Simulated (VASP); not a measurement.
Ho: single point with PBE

The system is Ho.

```xyz
1
Lattice="0.0000 2.4985 2.4985 2.4985 0.0000 2.4985 2.4985 2.4985 0.0000" Properties=species:S:1:pos:R:3 pbc="T T T"
Ho    0.0000    0.0000    0.0000
```

The cell was built by a generator and needn't be a form met in nature.

```json
{
 "Program": "VASP 6.6.1",
 "Task": "single point",
 "Functional": "PBE",
 "Potentials or basis": "VASP PAW PBE potentials, release 64 (Ho)",
 "Cutoff": "520 eV",
 "k mesh": "14 × 14 × 14",
 "Occupations": "gaussian, width 0.05 eV",
 "Spin": "collinear spin, typed start",
 "Starting moments": "[4.0] μB",
 "Dipole correction": "no",
 "Further INCAR settings": "ALGO = Normal; EDIFF = 1e-06; NBANDS = 20"
}
```

```yaml
Pressure: 2.4 GPa
Band_gap_on_the_k_mesh: none (metal or under the smearing width)
Net_moment: 3.58 μB per cell
Site_moments: Ho +3.46 μB
Valence_electrons_inside_the_program's_atomic_spheres: Ho 18.58
```

Levels at points of the mesh, in eV from the Fermi level:
Spin up:
| k point | band 8 | band 9 | band 10 | band 11 | band 12 | band 13 | band 14 | band 15 | band 16 | band 17 |
| --- | --- | --- | --- | --- | --- | --- | --- | --- | --- | --- |
| (0.00, 0.00, 0.00) | -2.85 | -2.23 | -2.14 | -2.14 | -2.14 | 2.31 | 2.31 | 2.31 | 4.80 | 4.80 |
| (0.50, 0.00, 0.00) | -2.21 | -2.13 | -2.08 | -2.04 | -2.04 | 1.00 | 2.13 | 2.13 | 6.58 | 6.58 |
| (0.50, 0.50, 0.00) | -2.10 | -2.05 | -2.05 | -2.04 | -1.76 | -0.74 | 2.59 | 6.66 | 7.09 | 7.09 |
Spin down:
| k point | band 7 | band 8 | band 9 | band 10 | band 11 | band 12 |
| --- | --- | --- | --- | --- | --- | --- |
| (0.00, 0.00, 0.00) | -0.16 | -0.16 | -0.16 | 1.06 | 1.06 | 1.06 |
| (0.50, 0.00, 0.00) | -0.26 | -0.03 | -0.03 | 0.87 | 0.87 | 1.07 |
| (0.50, 0.50, 0.00) | -0.41 | -0.13 | -0.04 | -0.04 | 0.87 | 0.87 |

Run time: 3.4 min on 1 thread of Intel(R) Xeon(R) Platinum 8375C CPU @ 2.90GHz (Ice Lake), with other jobs on the host, peak memory 0.26 GiB.

Caveat: the magnetic or orbital state may not be the lowest; spin-orbit coupling is left out, which moves the levels of the heavy elements. The state reached can hang on the start; a lower one may exist.
